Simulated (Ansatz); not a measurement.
A run of Ansatz 0.2.0 is set up as follows.

The input input.yaml:

```yaml
crystal:
  lattice:
    - [0.0, 2.1839935596, 2.1839935596]
    - [2.1839935596, 0.0, 2.1839935596]
    - [2.1839935596, 2.1839935596, 0.0]
  atoms:
    - { symbol: Al, position: [0.0, 0.0, 0.0] }
    - { symbol: "N", position: [0.25, 0.25, 0.25] }
kpoints:
  mp_grid: { grid: [10, 10, 10] }
scf:
  occupations: { method: gaussian, width: 0.017 }
hamiltonian:
  xc: pbe
  pseudopotentials: { kind: all_electron, lapw: { basis_error: 0.001 } }
output:
  forces: true
  stress: true
  eigenvalues: true
```

Potentials or basis: all-electron LAPW, scalar-relativistic.

Run with:

```console
$ ansatz run input.yaml --threads 1 --pin off --max-ram 3072MiB --backend cpu --events-out ev --progress --plain --runs-dir out
```

(1) What does it give for the band gap on the k mesh?

(2) Predict the pressure.

## Answers

(1) 3.32 eV, indirect (least direct gap 4.19 eV).

(2) 4.8 GPa.
